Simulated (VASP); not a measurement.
# Ba (Pm-3m) in VASP: further runs

The runs below take Ba through single point, with PBE.

Everything below comes from runs of VASP 6.6.1. Logs are shortened: lines on timing, memory, paths and dates and some standing lists are left out, and cuts for length are marked.

**1. The structure**

It takes space group Pm-3m (No. 221, cubic). The conventional cell has a = 3.918 Å, b = 3.918 Å, c = 3.918 Å, α = 90.00°, β = 90.00°, γ = 90.00°. Around Ba (site symmetry m-3m) lie 6 Ba at 3.92 Å.

This isn't the form of Ba at room conditions, which is bcc.

**2. Single point, PBE**

Input file INCAR:

```
PREC = Accurate
ENCUT = 400
EDIFF = 1E-6
ISMEAR = 1
SIGMA = 0.2
LREAL = F
LASPH = T
NELM = 100
ALGO = Normal
ISIF = 2
LWAVE = F
LCHARG = F
GGA = PE
ADDGRID = F
```

Input file KPOINTS:

```
regular mesh
0
Gamma
  11 11 11
```

Input file POSCAR:

```
Ba
1.0
    3.9784390000     -0.0454340000      0.0410850000
   -0.0454340000      3.9110040000      0.0402290000
    0.0410850000      0.0402290000      3.8659060000
Ba
1
Direct
   -0.0007550000      0.0095990000     -0.0077320000
```

Potentials or basis: VASP PAW PBE potentials, release 64 (Ba_sv).

The run is started by

```sh
> cat potpaw_PBE.64/Ba_sv/POTCAR > POTCAR
> mpirun -np 1 vasp_std > vasp.out
```

OUTCAR:

```text
PREC = Accurate
   ENCUT = 400
   EDIFF = 1E-6
   ISMEAR = 1
   LREAL = F
   LASPH = T
   NELM = 100
   ISIF = 2
   GGA = PE

 Found    666 irreducible k-points:

 Following reciprocal coordinates:
            Coordinates               Weight
  0.000000  0.000000  0.000000      1.000000
  0.090909 -0.000000  0.000000      2.000000
  0.181818 -0.000000 -0.000000      2.000000
  0.272727 -0.000000 -0.000000      2.000000
  0.363636 -0.000000  0.000000      2.000000
  0.454545 -0.000000 -0.000000      2.000000
   k-points           NKPTS =    666   k-points in BZ     NKDIM =    666   number of bands    NBANDS=      9
   number of dos      NEDOS =    301   number of ions     NIONS =      1
   total plane-waves  NPLWV =  21952
   dimension x,y,z NGX =    28 NGY =   28 NGZ =   28
   dimension x,y,z NGXF=    56 NGYF=   56 NGZF=   56
   ions per type =               1
   NGX,Y,Z   is equivalent  to a cutoff of  11.70, 11.90, 12.04 a.u.
   NGXF,Y,Z  is equivalent  to a cutoff of  23.40, 23.80, 24.08 a.u.
 SYSTEM =  unknown system
   PREC   = accura    normal or accurate (medium, high low for compatibility)
   ISTART =      0    job   : 0-new  1-cont  2-samecut
   ICHARG =      2    charge: 1-file 2-atom 10-const
   ISPIN  =      1    spin polarized calculation?
   LNONCOLLINEAR =      F non collinear calculations
   LSORBIT =      F    spin-orbit coupling
   LASPH  =      T    aspherical Exc in radial PAW
   ENCUT  =  400.0 eV  29.40 Ry    5.42 a.u.   6.49  6.38  6.31*2*pi/ulx,y,z
   NELM   =    100;   NELMIN=  2; NELMDL= -5     # of ELM steps
   EDIFF  = 0.1E-05   stopping-criterion for ELM
   LREAL  =      F    real-space projection
   EDIFFG = 0.1E-04   stopping-criterion for IOM
   NSW    =      0    number of steps for IOM
   IBRION =     -1    ionic relax: 0-MD 1-quasi-New 2-CG
   NFREE  =      0    steps in history (QN), initial steepest desc. (CG)
   ISIF   =      2    stress and relaxation
   ISYM   =      2    0-nonsym 1-usesym 2-fastsym
   POTIM  = 0.5000    time-step for ionic-motion
   TEBEG  =    0.0;   TEEND  =   0.0 temperature during run
   PSTRESS=    0.0 pullay stress
   NELECT =      10.0000    total number of electrons
   NUPDOWN=      -1.0000    fix difference up-down
   EMIN   =  10.00;   EMAX   =-10.00  energy-range for DOS
   EFERMI =   0.00;   METHOD = LEGACY
   ISMEAR =     1;   SIGMA  =   0.20  broadening in eV -4-tet -1-fermi 0-gaus
   EFERMI_NEDOS =   21; number of points for ismear=-14 and -15
   IALGO  =     38    algorithm
   IMIX   =      4    mixing-type and parameters
     AMIX     =   0.40;   BMIX     =  1.00
     AMIX_MAG =   1.60;   BMIX_MAG =  1.00
  volume/ion in A,a.u.               =      60.13       405.78
  Fermi-wavevector in a.u.,A,eV,Ry     =   0.900275  1.701272 11.027447  0.810495
  Thomas-Fermi vector in A             =   2.023212
   LORBIT       =      0    0 simple, 1 ext, 2 COOP (PROOUT), +10 PAW based schemes
   GGA     = PE    functional components
   LHFCALC =     F    Hartree Fock is set to
   AEXX    =    0.0000 exact exchange contribution
   IVDW    =     0    specifies the selected vdW correction
   LEPSILON=     F    determine dielectric tensor
   LRPA    =     F    only Hartree local field effects (RPA)
 non-spin polarized calculation
 Methfessel and Paxton  Order N= 1 SIGMA  =   0.20
  energy-cutoff  :      400.00
  volume of cell :       60.13
 maximum number of plane-waves:      1111
 NGX is ok and might be reduce to    28
   NGX = 13   NGY = 13   NGZ = 13

 number of electron      10.0000000 magnetization

 number of electron       9.9999999 magnetization

 Free energy of the ion-electron system (eV)
  ---------------------------------------------------
  ext. energy  EPLUGINS =         0.00000000
  ---------------------------------------------------
  free energy    TOTEN  =        -1.59456053 eV

  energy without entropy =       -1.60290710  energy(sigma->0) =       -1.59734272

 E-fermi :   1.7111     XC(G=0):  -7.5438

 val. band max:        1.7107825966   @ k =  -0.4545  -0.4545   0.4545
 cond. band min:       1.7178863604   @ k =   0.4545  -0.4545   0.4545
 fundamental gap:      0.0071037638
 Fermi energy:         1.7111222054

 k-point     1 :       0.0000    0.0000    0.0000
  band No.  band energies     occupation
      1     -27.4114      2.00000
      2     -12.2625      2.00000
      3     -12.2185      2.00000
      4     -12.1860      2.00000
      5      -0.8519      2.00000
      6       1.7577      0.61739
      7       1.7660      0.55414
      8       6.5991      0.00000
      9       6.6913      0.00000

 k-point     2 :       0.0909   -0.0000    0.0000
  band No.  band energies     occupation
      1     -27.4071      2.00000
      2     -12.3203      2.00000
      3     -12.2139      2.00000
      4     -12.1813      2.00000
      5      -0.7291      2.00000
      6       1.7941      0.36057
      7       1.8840     -0.00945
      8       6.3007      0.00000
      9       6.3978      0.00000

 k-point     3 :       0.1818   -0.0000   -0.0000
  band No.  band energies     occupation
      1     -27.3956      2.00000
      2     -12.4715      2.00000
      3     -12.2010      2.00000
      4     -12.1686      2.00000
      5      -0.3978      2.00000
      6       1.8940     -0.02759
      7       2.2010     -0.00289
      8       5.7075     -0.00000
      9       5.8163      0.00000

 k-point     4 :       0.2727   -0.0000   -0.0000
  band No.  band energies     occupation
      1     -27.3805      2.00000
      2     -12.6604      2.00000
      3     -12.1841      2.00000
      4     -12.1519      2.00000
      5       0.0575      2.00000
      6       2.0345     -0.04455
      7       2.5553     -0.00000
      8       5.1405     -0.00000
      9       5.2549     -0.00000

 k-point     5 :       0.3636   -0.0000    0.0000
  band No.  band energies     occupation
      1     -27.3664      2.00000
      2     -12.8259      2.00000
      3     -12.1684      2.00000
      4     -12.1365      2.00000
      5       0.5436      2.00000
      6       2.1753     -0.00496
      7       2.6729     -0.00000
      8       4.7229     -0.00000
      9       4.8401     -0.00000

 k-point     6 :       0.4545   -0.0000   -0.0000
  band No.  band energies     occupation
      1     -27.3581      2.00000
      2     -12.9210      2.00000
      3     -12.1590      2.00000
      4     -12.1272      2.00000
      5       0.9184      2.00000
      6       2.2654     -0.00063
      7       2.5456     -0.00000
      8       4.5024     -0.00000
      9       4.6222     -0.00000

 [... further k-points ...]

------------------------ aborting loop because EDIFF is reached ----------------------------------------

  FORCE on cell =-STRESS in cart. coord.  units (eV):
  Direction    XX          YY          ZZ          XY          YZ          ZX
  --------------------------------------------------------------------------------------
  -------------------------------------------------------------------------------------
  Total       -0.0762943      0.1412310      0.3015647     -0.0490520      0.0391909      0.0431547
  in kB       -2.0328400      3.7630613      8.0351082     -1.3069773      1.0442308      1.1498438
  external PRESSURE =       3.2551098 kB  Pullay stress =       0.0000000 kB

 VOLUME and BASIS-vectors are now :
 -----------------------------------------------------------------------------
  energy-cutoff  :      400.00
  volume of cell :       60.13
      direct lattice vectors                 reciprocal lattice vectors
     3.978439000 -0.045434000  0.041085000     0.251416447  0.002948496 -0.002702616
    -0.045434000  3.911004000  0.040229000     0.002948496  0.255750771 -0.002692703
     0.041085000  0.040229000  3.865906000    -0.002702616 -0.002692703  0.258728319

 POSITION                                       TOTAL-FORCE (eV/Angst)
 -----------------------------------------------------------------------------------
      4.01577      0.03206      3.87745         0.000000      0.000000      0.000000
 -----------------------------------------------------------------------------------
    total drift:                               -0.000000     -0.000001     -0.000001

  FREE ENERGIE OF THE ION-ELECTRON SYSTEM (eV)
  ---------------------------------------------------
  free  energy   TOTEN  =        -1.5945605320 eV

  energy  without entropy=       -1.6029071046  energy(sigma->0) =       -1.59734272
```

Wall time 2.1 min (1 thread of Intel Xeon Platinum 8259CL at 2.50GHz (Skylake/Cascade Lake), shared host); peak memory 0.37 GiB.

The run converged, but some of its settings lie outside the range that counts as converged, so its numbers aren't taken as properties of the crystal.

Results:

* Free energy: -1.5946 eV
* Pressure: 0.3 GPa
* Band gap on the k mesh: none (metal or under the smearing width)

**3. Single point, PBE**

Edit INCAR of step 2 so:

```diff
@@ -1,3 +1,3 @@
 PREC = Accurate
-ENCUT = 400
+ENCUT = 250
 EDIFF = 1E-6
```

Input file KPOINTS:

```
regular mesh
0
Gamma
  14 14 14
```

Input file POSCAR:

```
Ba
1.0
    3.9177175405      0.0000000000      0.0000000000
    0.0000000000      3.9177175405      0.0000000000
    0.0000000000      0.0000000000      3.9177175405
Ba
1
Direct
    0.0000000000      0.0000000000      0.0000000000
```

Potentials or basis: VASP PAW PBE potentials, release 64 (Ba_sv).

The run is started by

```sh
> cat potpaw_PBE.64/Ba_sv/POTCAR > POTCAR
> mpirun -np 1 vasp_std > vasp.out
```

Wall time 11 s (1 thread of Intel Xeon Platinum 8259CL at 2.50GHz (Skylake/Cascade Lake), shared host); peak memory 0.13 GiB.

These settings aren't checked as converged: the numbers below hold their error.

Results:

| Item | Value |
| --- | --- |
| Free energy | -1.5962 eV |
| Pressure | 0.2 GPa |
| Band gap on the k mesh | none (metal or under the smearing width) |

**4. Single point, PBE**

INCAR is that of step 3.

KPOINTS is that of step 3.

Input file POSCAR:

```
Ba
1.0
    3.9784390000     -0.0454340000      0.0410850000
   -0.0454340000      3.9110040000      0.0402290000
    0.0410850000      0.0402290000      3.8659060000
Ba
1
Direct
   -0.0007550000      0.0095990000     -0.0077320000
```

The run is started by

```sh
> cat potpaw_PBE.64/Ba_sv/POTCAR > POTCAR
> mpirun -np 1 vasp_std > vasp.out
```

Run time: 92 s. Hardware: 1 thread of Intel Xeon Platinum 8259CL at 2.50GHz (Skylake/Cascade Lake), shared host; peak memory 0.36 GiB.

The run converged, but some of its settings lie outside the range that counts as converged, so its numbers aren't taken as properties of the crystal.

Results:

* Free energy: -1.5951 eV
* Pressure: 0.2 GPa
* Band gap on the k mesh: none (metal or under the smearing width)

**5. Single point, PBE**

Edit INCAR of step 4 so:

```diff
@@ -1,3 +1,3 @@
 PREC = Accurate
-ENCUT = 250
+ENCUT = 450
 EDIFF = 1E-6
```

Input file KPOINTS:

```
regular mesh
0
Gamma
  11 11 11
```

Input file POSCAR:

```
Ba
1.0
    3.9177175405      0.0000000000      0.0000000000
    0.0000000000      3.9177175405      0.0000000000
    0.0000000000      0.0000000000      3.9177175405
Ba
1
Direct
    0.0000000000      0.0000000000      0.0000000000
```

The run is started by

```sh
> cat potpaw_PBE.64/Ba_sv/POTCAR > POTCAR
> mpirun -np 1 vasp_std > vasp.out
```

It took 17 s on 1 thread of Intel Xeon Platinum 8259CL at 2.50GHz (Skylake/Cascade Lake), shared host; peak memory 0.17 GiB.

These settings aren't checked as converged: the numbers below hold their error.

Results:

| Item | Value |
| --- | --- |
| Free energy | -1.5957 eV |
| Pressure | 0.3 GPa |
| Band gap on the k mesh | 0.07 eV, indirect (least direct gap 0.09 eV) |

Caveat: spin-orbit coupling is left out, which moves the levels of the heavy elements; an odd mesh through Γ misses points on the zone boundary, where band edges often lie.

**6. Single point, PBE**

INCAR is that of step 5.

KPOINTS is that of step 5.

Input file POSCAR:

```
Ba
1.0
    3.9784390000     -0.0454340000      0.0410850000
   -0.0454340000      3.9110040000      0.0402290000
    0.0410850000      0.0402290000      3.8659060000
Ba
1
Direct
   -0.0007550000      0.0095990000     -0.0077320000
```

Potentials or basis: VASP PAW PBE potentials, release 64 (Ba_sv).

The run is started by

```sh
> cat potpaw_PBE.64/Ba_sv/POTCAR > POTCAR
> mpirun -np 1 vasp_std > vasp.out
```

It took 2.5 min on 1 thread of Intel Xeon Platinum 8259CL at 2.50GHz (Skylake/Cascade Lake), shared host; peak memory 0.41 GiB.

The run converged, but some of its settings lie outside the range that counts as converged, so its numbers aren't taken as properties of the crystal.

Results:

| Item | Value |
| --- | --- |
| Free energy | -1.5945 eV |
| Pressure | 0.3 GPa |
| Band gap on the k mesh | none (metal or under the smearing width) |
